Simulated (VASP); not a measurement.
Os, 1 atom in the cell. Symmetry: Fm-3m, No. 225, cubic system. The conventional cell has a = 3.728 Å, b = 3.728 Å, c = 3.728 Å, α = 90.00°, β = 90.00°, γ = 90.00°. Os (site symmetry m-3m) is surrounded by 12 Os at 2.64 Å. This isn't the form of Os at room conditions, which is hcp. The cell isn't the ideal one: volume scaled by 0.88.

| Quantity | Value |
| --- | --- |
| Program | VASP 6.6.1 |
| Task | single point |
| Functional | r2SCAN |
| Potentials or basis | VASP PAW PBE potentials, release 64 (Os_pv) |
| Cutoff | 520 eV |
| k mesh | 12 × 12 × 12 |
| Occupations | fermi-dirac, width 0.05 eV |
| Spin | no spin polarisation |
| Hubbard terms | Os d U = 4.5 eV, J = 1.0 eV |
| LDAUTYPE | 2 |
| Hund's J | 1 |
| Further INCAR settings | ALGO = Normal; EDIFF = 1e-06; NBANDS = 13 |

Potentials or basis: VASP PAW PBE potentials, release 64 (Os_pv).

Launch:

```console
$ cat potpaw_PBE.64/Os_pv/POTCAR > POTCAR
$ mpirun -np 1 vasp_std > vasp.out
```

Hardware: 1 thread of Intel(R) Xeon(R) Platinum 8559C (Emerald Rapids), with other jobs on the host.

Question: Estimate the wall time of this run.

Answer: Run time: 45 s on 1 thread of Intel(R) Xeon(R) Platinum 8559C (Emerald Rapids), on a shared host, peak memory 0.13 GiB. Counts: scf iterations 21, k points 72.
